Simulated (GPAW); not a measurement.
# GaAs (F-43m) in GPAW: further runs, part 4 of 4

GPAW 26.7.0. The steps go on from the part before.

### Step 6. Phonons, PBEsol+D4

The input, run.py:

```python
import json
import numpy as np
from ase import Atoms
from ase.calculators.mixing import SumCalculator
from ase.constraints import FixSymmetry
from ase.filters import FrechetCellFilter
from ase.io import write
from ase.optimize import BFGS
from ase.spacegroup import crystal
from dftd4.ase import DFTD4
from phonopy import Phonopy
from phonopy.structure.atoms import PhonopyAtoms
from gpaw import GPAW, PW, setup_paths

setup_paths.insert(0, '.')

# As 4c
# Ga 4a
atoms = crystal(['As', 'Ga'],
                basis=[[0.25, 0.25, 0.25],
                       [0.0, 0.0, 0.0]],
                spacegroup=216, setting=1,  # F-43m
                cellpar=[5.6537, 5.6537, 5.6537, 90.0, 90.0, 90.0],
                primitive_cell=True)

calc = GPAW(mode=PW(510),
            xc='PBEsol',
            kpts={'size': (4, 4, 4), 'gamma': True},
            occupations={'name': 'fermi-dirac', 'width': 0.05},
            nbands=11,
            convergence={'density': 1e-06, 'eigenstates': 1e-09},
            mixer={'backend': 'msr1', 'nmaxold': 20},
            maxiter=60,
            txt='gpaw.txt')
atoms.calc = SumCalculator([calc, DFTD4(method='pbesol')])
atoms.set_constraint(FixSymmetry(atoms))
BFGS(FrechetCellFilter(atoms), trajectory='relax.traj', logfile='-').run(fmax=0.005, steps=40)
atoms.set_constraint()
energy = atoms.get_potential_energy()
forces = atoms.get_forces()
stress = atoms.get_stress()
calc.write('gs.gpw')
write('result.traj', atoms)
print('Cell:', atoms.cell.cellpar().round(4))
print(atoms.get_scaled_positions().round(5))

def force_constants(scale):
    unit = PhonopyAtoms(symbols=atoms.get_chemical_symbols(), cell=atoms.cell[:] * scale**(1 / 3),
                        scaled_positions=atoms.get_scaled_positions())
    ph = Phonopy(unit, supercell_matrix=np.diag([2, 2, 2]), primitive_matrix=np.eye(3), symprec=1e-4)
    ph.generate_displacements(distance=0.02)
    forces = []
    for i, sc in enumerate(ph.supercells_with_displacements):
        a = Atoms(sc.symbols, cell=sc.cell, scaled_positions=sc.scaled_positions, pbc=True)
        c = GPAW(mode=PW(510),
                 xc='PBEsol',
                 kpts={'size': (2, 2, 2), 'gamma': True},
                 occupations={'name': 'fermi-dirac', 'width': 0.05},
                 nbands=53,
                 convergence={'density': 1e-06, 'eigenstates': 1e-09},
                 mixer={'backend': 'msr1', 'nmaxold': 20},
                 maxiter=60,
                 txt=f'disp-{scale:.3f}-{i:02d}.txt')
        a.calc = SumCalculator([c, DFTD4(method='pbesol')])
        f = a.get_forces()
        forces.append(f - f.mean(axis=0))
        print(f'displacement {i}: drift', f.mean(axis=0).round(5), flush=True)
    ph.forces = forces
    ph.produce_force_constants()
    ph.symmetrize_force_constants()
    return ph

qpoints = [[0.0, 0.0, 0.0], [0.0, 0.0, 0.5], [0.0, 0.5, 0.0], [0.0, 0.5, 0.5], [0.5, 0.0, 0.0], [0.5, 0.0, 0.5], [0.5, 0.5, 0.0], [0.5, 0.5, 0.5]]
results = {}
for scale in [1.0]:
    ph = force_constants(scale)
    ph.run_qpoints(qpoints)
    nu = ph.qpoints.frequencies * 33.35641  # THz to cm^-1
    results[f'{scale:.3f}'] = nu.tolist()
    for qp, f in zip(qpoints, nu):
        print(scale, np.round(qp, 4), f.round(2))

path = atoms.cell.bandpath('GXWKGLUWLK,UX', npoints=60, eps=1e-4)
ph.run_qpoints(path.kpts)
results['path'] = (ph.qpoints.frequencies * 33.35641).tolist()
results['path_q'] = path.kpts.tolist()
x, ticks, names = path.get_linear_kpoint_axis()
results['axis'] = [x.tolist(), list(ticks), names]
ph.run_mesh([15, 15, 15], is_gamma_center=True)
ph.run_thermal_properties(temperatures=[0, 100, 200, 300, 500, 800], cutoff_frequency=0.05)
tp = ph.thermal_properties
results['thermal'] = [list(v) for v in (tp.temperatures, tp.free_energy, tp.entropy, tp.heat_capacity)]
for t, fv, s, cv in zip(*results['thermal']):
    print(f'{t:6.0f} K  F {fv:9.4f} kJ/mol  S {s:9.4f} J/K/mol  Cv {cv:9.4f} J/K/mol')
json.dump(results, open('phonons.json', 'w'))
```

Potentials or basis: PAW data sets generated in the run's folder for this functional, pw.

The run is started by

```sh
$ gpaw-setup -f PBEsol As Ga
$ OMP_NUM_THREADS=1 python run.py
```

gpaw.txt:

```text
__  _  _
 | _ |_)|_||  |
 |__||  | ||/\| - 26.7.0

Input parameters:
  mode=PW(ecut=510.0),
  convergence={'density': 1e-06, 'eigenstates': 1e-09},
  kpts=MonkhorstPack(size=(4, 4, 4), gamma=True),
  maxiter=60,
  mixer=MSR1(name='msr1', nmaxold=20, beta=0.05, reg=0.005, gb_scale=1.0, max_A=0.75, trust_scale=1.0, soft_lim=4.0, hard_lim=6.0, weight=20.0, sigma=0.015, g_ss=None),
  nbands=11,
  occupations=Occupations(name='fermi-dirac', width=0.05),
  xc=XC(name='PBEsol')

Diagonalizing LCAO Hamiltonian
Converting LCAO to pw mode

           As

       Ga

Atoms  # Å, Bohr magnetons
|   | symbol |        x |         y |        z |    initial magnetic moments |
|---|--------|----------|-----------|----------|-----------------------------|
| 0 |     As | 1.413425 |  1.413425 | 1.413425 | ( 0.0000,  0.0000,  0.0000) |
| 1 |     Ga | 0.000000 | -0.000000 | 0.000000 | ( 0.0000,  0.0000,  0.0000) |

Unit cell  # Å
| periodic |        x |        y |        z |  lengths |    angles |
|----------|----------|----------|----------|----------|-----------|
|      yes | 0.000000 | 2.826850 | 2.826850 | 3.997770 | 60.000000 |
|      yes | 2.826850 | 0.000000 | 2.826850 | 3.997770 | 60.000000 |
|      yes | 2.826850 | 2.826850 | 0.000000 | 3.997770 | 60.000000 |

Number of symmetries: 24
Symmetry operations  # r_c * U_cc + t_c -> r_c
|    | kind |            matrix            |
|----|------|------------------------------|
|  0 |  E   |  1, 0, 0,  0, 1, 0,  0, 0, 1 |
|  1 |  σ   |  1, 0, 0,  0, 0, 1,  0, 1, 0 |
|  2 |  σ   |  1, 0,-1,  0, 1,-1,  0, 0,-1 |
|  3 |  C3  |  1, 0,-1,  0, 0,-1,  0, 1,-1 |
|  4 |  C3  |  1,-1, 0,  0,-1, 1,  0,-1, 0 |
|  5 |  σ   |  1,-1, 0,  0,-1, 0,  0,-1, 1 |
|  6 |  σ   |  0, 1, 0,  1, 0, 0,  0, 0, 1 |
|  7 |  C3  |  0, 1, 0,  0, 0, 1,  1, 0, 0 |
|  8 |  C2  |  0, 1,-1,  1, 0,-1,  0, 0,-1 |
|  9 |  S4  |  0, 1,-1,  0, 0,-1,  1, 0,-1 |
| 10 |  C3  |  0, 0, 1,  1, 0, 0,  0, 1, 0 |
| 11 |  σ   |  0, 0, 1,  0, 1, 0,  1, 0, 0 |
| 12 |  S4  |  0, 0,-1,  1, 0,-1,  0, 1,-1 |
| 13 |  C3  |  0, 0,-1,  0, 1,-1,  1, 0,-1 |
| 14 |  S4  |  0,-1, 1,  1,-1, 0,  0,-1, 0 |
| 15 |  C2  |  0,-1, 1,  0,-1, 0,  1,-1, 0 |
| 16 |  C3  |  0,-1, 0,  1,-1, 0,  0,-1, 1 |
| 17 |  S4  |  0,-1, 0,  0,-1, 1,  1,-1, 0 |
| 18 |  S4  | -1, 1, 0, -1, 0, 1, -1, 0, 0 |
| 19 |  C3  | -1, 1, 0, -1, 0, 0, -1, 0, 1 |
| 20 |  C3  | -1, 0, 1, -1, 1, 0, -1, 0, 0 |
| 21 |  S4  | -1, 0, 1, -1, 0, 0, -1, 1, 0 |
| 22 |  σ   | -1, 0, 0, -1, 1, 0, -1, 0, 1 |
| 23 |  C2  | -1, 0, 0, -1, 0, 1, -1, 1, 0 |

[... 82 lines left out ...]
    |------|--------|-------------|----------|
    |   4s |  2.000 |      -8.959 |    1.164 |
    |   4p |  1.000 |      -2.572 |    1.164 |
    |    s |        |      18.252 |    1.164 |
    |    p |        |      24.640 |    1.164 |
    |    d |        |       0.000 |    1.164 |

    Using partial waves for Ga as LCAO basis

Reference energy: -114303.878473  # eV

eigensolver:
  PPCG
  Converge bands: occupied
  niter=2

density mixing:
  MSR1-Mixer
  Pratt-step length: 0.05
  Maximum mixing coefficient: 0.75
  Old densities: 20
  SVD Regularization: 0.005
  Good broyden scale: 1.0
  Trust region scale: 1.0
  Backstep threshold: 4.0
  History deletion threshold: 6.0
  Fourier metric: weight=20.0, sigma=0.015

occupation numbers:
  Fermi-Dirac:
    width: 0.0500  # eV

poisson solver:
  ecut: 4080.0  # eV

xc functional:
  name: PBEsol with 2 nearest neighbor stencil

convergence criteria:
- Maximum integral of absolute [dens]ity change: 1e-06 electrons / valence electron
- Maximum integral of absolute [eigenst]ate change: 1e-09 eV^2 / valence electron
- Maximum [total energy] change in last 3 cyles: 0.0005 eV / valence electron
maximum number of iterations: 60

SCF iterations
|iter     | |      energy | eigst |  dens |
|---------|-|-------------|-------|-------|
|iter:   1| |   -8.996549 | -0.67 |       |
|iter:   2| |   -8.974181 | -3.10 | -0.88 |
|iter:   3| |   -8.869773 | -2.22 | -0.91 |
|iter:   4| |   -8.869879 | -3.69 | -1.52 |
|iter:   5| |   -8.869967c| -4.74 | -2.05 |
|iter:   6| |   -8.869976c| -6.04 | -2.83 |
|iter:   7| |   -8.869977c| -7.49 | -3.57 |
|iter:   8| |   -8.869977c| -8.57 | -4.10 |
|iter:   9| |   -8.869977c| -9.50c| -5.48 |
|iter:  10| |   -8.869977c|-10.27c| -5.99 |
|iter:  11| |   -8.869977c|-11.28c| -7.24c|

Converged in 11 steps
Energy contributions relative to reference atoms: (reference = -114303.878473)

Energy contributions:
  Kinetic:          25.670469
  Coulomb:         -22.535342
  Zero:              0.013032
  External:          0.000000
  Xc:              -12.018026
  Entropy:          -0.000219
  Spinorbit:         0.000000
  ----------------------------
  Free energy:      -8.870087
  Extrapolated:     -8.869977

dipole moment: (-3.465310, 10.973306, -3.465310)  # |e|*Ang

Fermi level: 5.118
Eigenvalues  # (at kpt = [0.000, 0.000, 0.000])
| band index |      eig [eV] | occ [0-2] |
|------------|---------------|-----------|
|          0 |        -7.886 |     2.000 |
|          1 |         4.841 |     1.992 |
|          2 |         4.841 |     1.992 |
|          3 |         4.841 |     1.992 |
|          4 |         5.340 |     0.023 |
|          5 |         8.538 |     0.000 |
|          6 |         8.538 |     0.000 |
|          7 |         8.538 |     0.000 |
|          8 |        12.285 |     0.000 |
|          9 |        14.880 |     0.000 |
|         10 |        14.880 |     0.000 |

Gap: 0.499 eV
Transition (v -> c):
  (s=0, k=0, n=3, [0.00, 0.00, 0.00]) -> (s=0, k=0, n=4, [0.00, 0.00, 0.00])
No difference between direct/indirect transitions

Stress tensor  # eV/Ang^3
|         x |         y |         z |
|-----------|-----------|-----------|
| -0.009936 |  0.000000 |  0.000000 |
|  0.000000 | -0.009936 |  0.000000 |
|  0.000000 |  0.000000 | -0.009936 |

Forces  # eV/Ang
|       x |       y |        z |
|---------|---------|----------|
| 0.00000 | 0.00000 | -0.00000 |  # As   0
| 0.00000 | 0.00000 |  0.00000 |  # Ga   1

# Writing to gs.gpw (mode='')
```

disp-1.000-00.txt:

```text
__  _  _
 | _ |_)|_||  |
 |__||  | ||/\| - 26.7.0

Input parameters:
  mode=PW(ecut=510.0),
  convergence={'density': 1e-06, 'eigenstates': 1e-09},
  kpts=MonkhorstPack(size=(2, 2, 2), gamma=True),
  maxiter=60,
[... 240 lines left out ...]

Gap: 0.491 eV
Transition (v -> c):
  (s=0, k=0, n=31, [0.00, 0.00, 0.00]) -> (s=0, k=0, n=32, [0.00, 0.00, 0.00])
No difference between direct/indirect transitions

Forces  # eV/Ang
|        x |        y |        z |
|----------|----------|----------|
|  0.00567 | -0.15707 | -0.15707 |  # As   0
| -0.00014 |  0.01375 |  0.01375 |  # As   1
|  0.00817 | -0.00448 |  0.00563 |  # As   2
| -0.00803 |  0.00567 | -0.00432 |  # As   3
|  0.00817 |  0.00563 | -0.00448 |  # As   4
| -0.00803 | -0.00432 |  0.00567 |  # As   5
[... 8 lines left out ...]
| -0.00005 | -0.00192 | -0.00196 |  # Ga  14
| -0.00040 |  0.00995 |  0.00959 |  # Ga  15
```

It took 4.1 min on 1 thread of Arm Neoverse V1, shared host; peak memory 0.63 GiB.

These settings aren't checked as converged: the numbers below hold their error.

Results:

```
Free energy                                        : -9.3507 eV
Pressure after relaxing                            : 0.0 GPa
Band gap on the k mesh                             : 0.50 eV, direct
Highest phonon frequency, LO-TO splitting left out : 276 cm⁻¹
Dispersion energy per atom                         : -0.240 eV
```

Caveat: the k mesh is coarse; the cutoff is short for stress and forces, so pressures can be off by a GPa or more; the LO-TO splitting is left out; phonon bands are interpolated from a small supercell.

### Step 7. The runs side by side

| task | level | potentials or basis | cell | k mesh | cutoff (eV) | smearing | maxiter | convergence | supercell | supercell k mesh | displacement | grid spacing | other keys | gap on the mesh (eV) | pressure (GPa) |
| --- | --- | --- | --- | --- | --- | --- | --- | --- | --- | --- | --- | --- | --- | --- | --- |
| phonons | PBE+D3(BJ) | GPAW PAW data sets (gpaw-data 1.2.1), pw | atoms relaxed | 4 × 4 × 4 | 510 | fermi-dirac 0.05 eV | 80 | density=1e-06 eigenstates=1e-09 | 2 × 2 × 2 | 2 × 2 × 2 | 0.01 | - | several, not listed | 0.57 | 2.2 |
| phonons | BEEF-vdW | GPAW PAW data sets (gpaw-data 1.2.1), lcao:dzp | atoms relaxed | 8 × 8 × 8 | - | fermi-dirac 0.05 eV | 100 | density=1e-06 | 1 × 1 × 1 | 8 × 8 × 8 | 0.02 | 0.2 Å | several, not listed | 0.61 | - |
| Wannier functions | revPBE | the program's PAW data sets (release 1.2.1) made for this functional, pw | as given | 8 × 8 × 8 | 600 | fermi-dirac 0.05 eV | 100 | - | - | - | - | - | several, not listed | 0.68 | 5.8 |
| Born charges | AM05 | PAW data sets generated in the run's folder for this functional, pw | relaxed | 5 × 5 × 5 | 510 | fermi-dirac 0.01 eV | 150 | density=1e-06 eigenstates=1e-09 | - | - | 0.01 | - | - | 0.40 | 0.0 |

Alike in all rows: no spin polarisation.

Caveats: the LO-TO splitting is left out (some runs); the cutoff is short for stress and forces, so pressures can be off by a GPa or more (some runs); phonon bands are interpolated from a small supercell (some runs); the PAW data sets were made with another functional, which shifts forces and pressure a little (some runs); the basis of atomic orbitals isn't converged, which shifts pressures, moduli and gaps (some runs).

Total energies depend on the potentials used, so only differences within one code and one set of settings carry meaning.

### Step 8. How close it comes

Step 5. Measured gap of GaAs: 1.412 eV (direct; 300 K; “Evidence of valence band perturbations in GaAsN/GaAs(001): A combined variable-angle spectroscopic ellipsometry and modulated photoreflectance investigation”, 2008, arxiv:0805.2212). This calculation gives 0.40 eV (-1.02 eV). So large a miss can be the level of theory's own, or it may mean another phase, state or a wrong row. 3 values of this kind are on record (1.412 to 1.51 eV); this one was drawn at random among those near their median, those with a stated uncertainty first. Spin-orbit coupling on As, Ga is left out. The value is that of AM05, without temperature or zero-point motion. Semilocal functionals fall short of measured gaps as a rule.
